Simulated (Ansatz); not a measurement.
# CaO (Fm-3m) in Ansatz: further runs

The runs below take CaO through single point, relaxation of cell and atoms, with PBE, RPBE+D3(BJ), BLYP.

All numbers are computed with Ansatz 0.2.0; they aren't measurements. Logs are shortened: lines on timing, memory, paths and dates and some standing lists are left out, and cuts for length are marked.

**1. The structure**

The structure is cubic, space group Fm-3m (No. 225). The conventional cell has a = 4.807 Å, b = 4.807 Å, c = 4.807 Å, α = 90.00°, β = 90.00°, γ = 90.00°. Ca (site symmetry m-3m) has 6 O at 2.40 Å as nearest neighbours. O (site symmetry m-3m) has 6 Ca at 2.40 Å as nearest neighbours.

The cell is a database's computed one.

**2. Single point, PBE**

Input file input.yaml:

```yaml
crystal:
  lattice:
    - [0.0, 2.403555696, 2.403555696]
    - [2.403555696, 0.0, 2.403555696]
    - [2.403555696, 2.403555696, 0.0]
  atoms:
    - { symbol: Ca, position: [0.0, 0.0, 0.0] }
    - { symbol: O, position: [0.5, 0.5, 0.5] }
kpoints:
  mp_grid: { grid: [10, 10, 10] }
scf:
  occupations: { method: gaussian, width: 0.05 }
hamiltonian:
  xc: pbe
  pseudopotentials: { kind: all_electron, lapw: { basis_error: 0.001 } }
output:
  forces: true
  stress: true
  eigenvalues: true
```

Potentials or basis: all-electron LAPW, scalar-relativistic.

Started as:

```
$ ansatz run input.yaml --threads 1 --pin off --max-ram 3072MiB --backend cpu --events-out ev --progress --plain --runs-dir out
```

The program printed:

```text
Warning: RAYON_NUM_THREADS=1 ignored (pool sized by the plan → 1); use --threads N
LAPW: plane waves up to 8.033 Å⁻¹, error target 1.0e-3 eV per atom; small_component_spin mean_spin; O in spheres of 1.163 Å, 6 of its electrons in bands, Dirac shells []; Ca in spheres of 1.241 Å, 18 of its electrons in bands, Dirac shells [] (how accurate: hamiltonian.pseudopotentials.lapw.basis_error, Limitations)
Engine: ansatz 0.2.0, aarch64-unknown-linux-gnu
Pseudopotentials: kind: all_electron
Pseudopotential: Ca, LAPW, valence charge 18, lapw/all_electron/scalar/gaussian/Ca, Koelling and Harmon's equation, gaussian nucleus
Pseudopotential: O, LAPW, valence charge 6, lapw/all_electron/scalar/gaussian/O, Koelling and Harmon's equation, gaussian nucleus
Functional definition: PBE
  parameter kappa = 0.804
  parameter beta = 0.06672455060314922
  exchange = pbe_x(kappa = kappa, mu = beta*pi^2/3)
  correlation = pbe_c(beta = beta)
Crystal: 2 atoms, lattice volume = 27.771 Å³
Basis set: ecut = 245.84698919546318 eV, 259 PW (Γ), exchange–correlation at level 2
Bands: 16, of which v1, the nominal top of the filled ones, is band 12 counted from 1 (11 counted from 0)
Symmetry: 48 space group operations
Space group: Fm-3m (ITA 225), of the structure as read, at distance tolerance 3.0e-5 Å
k-points: 47 of 1000
Non-local potential: Ca, projectors of the file, none
Non-local potential: O, projectors of the file, none
Initial density: superposition of atomic densities (chi_scale 0.1, normalization cell, long waves kept (reshape's long-wave potential 0.00 eV rms))
Initial wavefunctions: plane waves of lowest kinetic energy (no species holds an atomic orbital)
Functional: x = pbe(κ = 0.804, μ = 0.2195149727645171), c = pbe(β = 0.06672455060314922)
iter 1 solved again at ethr=9.82e-3 eV; its pass at ethr=1.00e-1 eV (dr2=2.36e0 eV) is discarded
SCF iter   1: F=—  HF=-20567.890458 eV  |F-HF|=—  |Δ(HF+E_count)|=         —  Δρ=7.94e-2  dr2=2.35e0  ethr=9.82e-3  ⟨swp⟩=2.0  Hψ=4778  notcnv=0
preconditioner: auto → none  [insulator: Δε(μ)=6.476 eV  Ē_g=19.217 eV  σ=0.050 eV  W_gap=1.00  n_scr=14 (ndim 8)  ℏωp=26.4 eV  f_vac=0.000  D(μ)=0.00/eV (n_scr^D=0)  ε∞_Penn≈2.9]
SCF iter   2: F=—  HF=-20567.272630 eV  |F-HF|=—  |Δ(HF+E_count)|=   6.18e-1  Δρ=4.01e-2  dr2=5.66e-1  ethr=9.81e-3  ⟨swp⟩=3.0  Hψ=2528  notcnv=0
SCF iter   3: F=—  HF=-20566.281538 eV  |F-HF|=—  |Δ(HF+E_count)|=   9.91e-1  Δρ=1.90e-2  dr2=1.35e-1  ethr=2.36e-3  ⟨swp⟩=3.0  Hψ=2638  notcnv=0
SCF iter   4: F=—  HF=-20566.290566 eV  |F-HF|=—  |Δ(HF+E_count)|=         —  Δρ=6.95e-3  dr2=1.94e-2  ethr=5.64e-4  ⟨swp⟩=2.5  Hψ=2436  notcnv=0
the basis was enlarged: its passes take 90.1 KiB over the memory plan, 1 of 1 planned eigensolver slots
SCF iter   5: F=—  HF=-20566.279148 eV  |F-HF|=—  |Δ(HF+E_count)|=   1.14e-2  Δρ=3.87e-3  dr2=6.04e-3  ethr=8.10e-5  ⟨swp⟩=2.0  Hψ=2429  notcnv=0
iter 6 solved again at ethr=3.81e-7 eV; its pass at ethr=2.52e-5 eV (dr2=9.15e-5 eV) is discarded
SCF iter   6: F=—  HF=-20566.275235 eV  |F-HF|=—  |Δ(HF+E_count)|=   3.91e-3  Δρ=4.78e-4  dr2=9.17e-5  ethr=3.81e-7  ⟨swp⟩=2.0  Hψ=3863  notcnv=0
SCF iter   7: F=—  HF=-20566.275167 eV  |F-HF|=—  |Δ(HF+E_count)|=   6.77e-5  Δρ=3.01e-5  dr2=3.35e-7  ethr=3.81e-7  ⟨swp⟩=2.0  Hψ=2306  notcnv=0
SCF iter   8: F=-20566.275145 eV  HF=-20566.275145 eV  |F-HF|=3.67e-10  |Δ(HF+E_count)|=   2.18e-5  Δρ=2.07e-6  dr2=7.95e-10  ethr=1.40e-9  ⟨swp⟩=3.0  Hψ=2680  notcnv=0
SCF 1 converged in 8 iterations: F = -20566.275145 eV  dr2 = 7.95e-10
SCF converged after 8 iterations
Free energy (F): -20566.275145 eV
Harris-Foulkes:  -20566.275145 eV  (|F-HF|=3.67e-10)
Internal energy: -20566.275145 eV  (E = F + TS)
E sigma→0 (E₀):  -20566.275145 eV
Fermi energy:    9.976280 eV
--- Per-component energies (eV) ---
  E_band       = -2785.485320
  E_kinetic    = 20707.641317
  E_xc         = -1219.777117
  E_electrostatic = -40054.139345  (all electrons and nuclei)
  E_smearing   = -0.000000  (= −TS)
  E_closure    = 0.000000  (closes the sum)
  E_atoms      = -20553.464091  (free atoms, spherical and without spin; not in F)
  Σ components = -20566.275145   (vs F -20566.275145, Δ=0.00e0)
  Basis errors (estimates in eV, not in F): energy 4.4e-4 per atom: plane waves 3.9e-4 (2.1e-4 summed), levels above the bands 0.0e0, relativity 7.1e-9, radial functions 4.3e-5, core shells 1.7e-7; eigenvalues (radial functions only) 6.2e-6; not estimated: angular momenta, meshes, grids; target (lapw.basis_error) 1.0e-3; muffin-tin radii O 1.163 Å, Ca 1.241 Å
--- Forces (eV/Å), atoms counted from 1 ---
  atom   1  Ca    -0.00000000     0.00000000     0.00000000
  atom   2  O      0.00000000     0.00000000    -0.00000000
  max |Σ_I F_I| component: 5.26e-31 eV/Å
--- Stress (GPa, compression-positive) ---
        1.603576      -0.000000       0.000000
       -0.000000       1.603576      -0.000000
        0.000000      -0.000000       1.603576
  P = ⅓ Tr σ = 1.6036 GPa (16.036 kbar)
--- Band table (eV; the first three rows and the last of 47) ---
  k-point 0: bands = ["-396.2126", "-316.5708", "-316.5708", "-316.5708", "-29.4943", "-10.2562", "-10.2562", "-10.2562", "-7.3642", "8.1503", "8.1503", "8.1503", "12.8773", "14.3842", "14.3842", "14.3842"]
  k-point 1: bands = ["-396.2126", "-316.5708", "-316.5708", "-316.5708", "-29.4846", "-10.3955", "-10.2613", "-10.2613", "-7.2185", "7.7919", "8.0127", "8.0127", "13.3340", "14.3501", "14.5543", "14.5543"]
  k-point 2: bands = ["-396.2126", "-316.5708", "-316.5708", "-316.5708", "-29.4593", "-10.7124", "-10.2748", "-10.2748", "-6.8844", "7.0256", "7.6823", "7.6823", "14.2601", "14.4906", "15.0242", "15.0242"]
  k-point 46: bands = ["-396.2126", "-316.5708", "-316.5708", "-316.5708", "-29.3609", "-10.7277", "-10.6628", "-10.6129", "-6.7814", "6.9532", "6.9908", "7.2341", "13.6757", "15.2852", "16.5196", "17.6869"]
```

It took 6.2 s on 1 thread of Arm Neoverse V1, shared host; peak memory 0.26 GiB.

Results:

```yaml
Free_energy: -20566.2751 eV
Pressure: 1.6 GPa
Band_gap_on_the_k_mesh: 3.65 eV, indirect (least direct gap 4.03 eV)
```

A k mesh can miss the band edges. Expect the measured gap to be larger: semilocal functionals such as PBE lack the derivative discontinuity.

**3. Relaxation of cell and atoms, RPBE+D3(BJ)**

input.yaml, as its differences from that of step 2:

```diff
@@ -11,5 +11,6 @@
 scf:
-  occupations: { method: gaussian, width: 0.05 }
+  occupations: { method: fermi_dirac, width: 0.05 }
 hamiltonian:
-  xc: pbe
+  xc: rpbe
+  dispersion: d3bj
   pseudopotentials: { kind: all_electron, lapw: { basis_error: 0.001 } }
@@ -18,2 +19,5 @@
   stress: true
-  eigenvalues: true
+relax:
+  f_tol: 0.02
+  max_steps: 60
+  cell: {}
```

Potentials or basis: all-electron LAPW, scalar-relativistic.

Started as:

```
$ ansatz run input.yaml --threads 1 --pin off --max-ram 3072MiB --backend cpu --events-out ev --progress --plain --runs-dir out
```

It took 19 s on 1 thread of Arm Neoverse V1, shared host; peak memory 0.28 GiB.

It converged, with:

- Free energy: -20575.4197 eV
- Relaxed volume: 12.00 Å³/atom
- Relaxed cell: a = 3.238 Å, b = 3.238 Å, c = 3.238 Å, α = 60.00°, β = 60.00°, γ = 60.00°
- Space group after relaxing (to 0.05 Å): Fm-3m (No. 225)
- Energy gained by relaxing: 116.6 meV/atom
- Ionic steps: 5
- Pressure after relaxing: 0.0 GPa
- Band gap on the k mesh: 3.67 eV

The path:
```tsv
step	energy change (eV)	largest force (eV/Å)	volume (Å³)
1	0.0000	0.0000	27.77
2	-0.2329	0.0000	23.90
3	-0.2331	0.0000	24.03
4	-0.2331	0.0000	24.00
5	-0.2331	0.0000	24.00
```

Final structure:
```
CELL_PARAMETERS angstrom
0.00000 2.28947 2.28947
2.28947 0.00000 2.28947
2.28947 2.28947 0.00000
ATOMIC_POSITIONS crystal
Ca 0.00000 0.00000 0.00000
O 0.50000 0.50000 0.50000
```

A k mesh can miss the band edges. RPBE gaps usually lie below the measured ones, often by a third to a half.

**4. Relaxation of cell and atoms, BLYP**

input.yaml, as its differences from that of step 3:

```diff
@@ -13,4 +13,3 @@
 hamiltonian:
-  xc: rpbe
-  dispersion: d3bj
+  xc: blyp
   pseudopotentials: { kind: all_electron, lapw: { basis_error: 0.001 } }
@@ -20,3 +19,3 @@
 relax:
-  f_tol: 0.02
+  f_tol: 0.01
   max_steps: 60
```

Started as:

```
$ ansatz run input.yaml --threads 1 --pin off --max-ram 3072MiB --backend cpu --events-out ev --progress --plain --runs-dir out
```

Run time: 16 s. Hardware: 1 thread of Arm Neoverse V1, shared host; peak memory 0.28 GiB.

The run converged. Its results:

| Quantity | Value |
| --- | --- |
| Free energy | -20574.3480 eV |
| Relaxed volume | 14.44 Å³/atom |
| Relaxed cell | a = 3.444 Å, b = 3.444 Å, c = 3.444 Å, α = 60.00°, β = 60.00°, γ = 60.00° |
| Space group after relaxing (to 0.05 Å) | Fm-3m (No. 225) |
| Energy gained by relaxing | 7.2 meV/atom |
| Ionic steps | 4 |
| Pressure after relaxing | 0.0 GPa |
| Band gap on the k mesh | 3.75 eV |

Step by step:
| step | energy change (eV) | largest force (eV/Å) | volume (Å³) |
| --- | --- | --- | --- |
| 1 | 0.0000 | 0.0000 | 27.77 |
| 2 | -0.0140 | 0.0000 | 29.06 |
| 3 | -0.0144 | 0.0000 | 28.89 |
| 4 | -0.0144 | 0.0000 | 28.89 |

Final structure:
```cif
data_structure
_symmetry_space_group_name_H-M 'P 1'
_symmetry_Int_Tables_number 1
_cell_length_a 3.4441
_cell_length_b 3.4441
_cell_length_c 3.4441
_cell_angle_alpha 60.000
_cell_angle_beta 60.000
_cell_angle_gamma 60.000
_cell_volume 28.89
loop_
_atom_site_label
_atom_site_type_symbol
_atom_site_fract_x
_atom_site_fract_y
_atom_site_fract_z
_atom_site_occupancy
Ca1 Ca 0.00000 0.00000 0.00000 1
O1 O 0.50000 0.50000 0.50000 1
```

**5. The runs side by side**

| task | level | cell | cutoff (eV) | smearing | gap on the mesh (eV) | pressure (GPa) | relaxed volume (Å³/atom) |
| --- | --- | --- | --- | --- | --- | --- | --- |
| single point | PBE | as given | 246 | gaussian 0.05 eV | 3.65 | 1.6 | - |
| relaxation of cell and atoms | RPBE+D3(BJ) | relaxed | - | fermi-dirac 0.05 eV | 3.67 | 0.0 | 12.00 |
| relaxation of cell and atoms | BLYP | relaxed | - | fermi-dirac 0.05 eV | 3.75 | 0.0 | 14.44 |

Alike in all rows: potentials or basis all-electron LAPW, scalar-relativistic; no spin polarisation; k mesh 10 × 10 × 10; basis error allowed 0.001 eV/atom.

Compare energies only between runs with the same functional and basis.
